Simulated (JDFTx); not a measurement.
## LiCl under changes of volume

One of the cells (16.871 Å³/atom); the others are scaled copies at fixed shape and fractional positions:

```
CELL_PARAMETERS angstrom
0.00000 2.56477 2.56477
2.56477 0.00000 2.56477
2.56477 2.56477 0.00000
ATOMIC_POSITIONS crystal
Cl 0.50000 0.50000 0.50000
Li 0.00000 0.00000 0.00000
```

* Program: JDFTx 1.7.0 (patched build)
* Functional: PBEsol
* Potentials or basis: PseudoDojo-SR-PBEsol-0.4.1-standard with smoothed tails
* Cutoff: 1007 eV
* Density cutoff: 8055 eV
* k mesh: 9 × 9 × 9
* Occupations: fermi-dirac, width 0.05 eV
* Spin: no spin polarisation

| volume (Å³/atom) | energy over the lowest point (meV/atom) | pressure (GPa) | gap on the mesh (eV) |
| --- | --- | --- | --- |
| 15.859 | 0.94 | 0.8 | 6.49 |
| 16.196 | 0.00 | 0.0 | 6.36 |
| 16.534 | 0.62 | -0.6 | 6.24 |
| 16.871 | 2.62 | -1.3 | 6.13 |
| 17.209 | 5.87 | -1.8 | 6.02 |
| 17.546 | 10.23 | -2.3 | 5.91 |
| 17.883 | ? | ? | ? |

What does the run at 17.883 Å³/atom give?

Energy over the lowest point 15.59 meV/atom; pressure -2.8 GPa; gap on the mesh 5.82 eV.

Worked out: A Birch-Murnaghan fit of order 3 (a polynomial in V^(-2/3)) to the other rows has its minimum at 16.23 Å³/atom with B0 = V·E''(V) = 35 GPa and B' = 4.3. It gives 15.58 meV/atom at 17.883 Å³/atom, against the run's 15.59, and -dE/dV = -2.8 GPa, against -2.8. A straight line through the other rows of the gap, of slope -5.7 eV per unit of ln V (its deformation potential), extrapolates to 5.80 eV, against the run's 5.82.

Energies are extrapolated to zero smearing.

Caveats: an odd mesh through Γ misses points on the zone boundary, where band edges often lie.
